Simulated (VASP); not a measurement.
Here is a VASP 6.6.1 calculation.

Contents of INCAR:

```
SYSTEM = Al2O3
PREC = Accurate
ENCUT = 520
EDIFF = 1E-7
ISMEAR = 0
SIGMA = 0.05
LREAL = .FALSE.
LASPH = .TRUE.
NELM = 100
ALGO = Normal
ISIF = 2
LWAVE = .FALSE.
LCHARG = .TRUE.
GGA = CA
LELF = .TRUE.
LVHAR = .TRUE.
NBANDS = 20
```

File KPOINTS:

```
Automatic mesh
0
G
  9 9 4
  0 0 0
```

The input POSCAR:

```
Al2O3
1.0
    3.1150709442      0.0000000000      0.0000000000
   -1.5575354721      2.6977305722      0.0000000000
    0.0000000000      0.0000000000      9.7102246384
Al O
2 3
Direct
    0.0000000000      0.0000000000      0.1499923300
    0.0000000000      0.0000000000      0.8500076700
    0.3333333333      0.6666666667      0.2223169200
    0.6666666667      0.3333333333      0.0000000000
    0.3333333333      0.6666666667      0.7776830800
```

Potentials or basis: VASP PAW LDA potentials, release 64 (Al, O).

The run is started by

```console
$ cat potpaw_LDA.64/Al/POTCAR potpaw_LDA.64/O/POTCAR > POTCAR
$ mpirun -np 1 vasp_std > vasp.out
```

(1) What does it give for the largest force?

(2) Estimate the pressure.

(3) Estimate the band gap on the k mesh.

## Answers

(1) 1.946 eV/Å.

(2) -24.0 GPa.

(3) 2.91 eV, indirect (least direct gap 3.07 eV).

Caveat: so large a pressure means that the cell lies far from this level's equilibrium, or that cutoff or potentials fall short; an odd mesh through Γ misses points on the zone boundary, where band edges often lie; forces of over 1 eV/Å show positions far from the minimum, so gaps and moduli don't describe the material at rest.
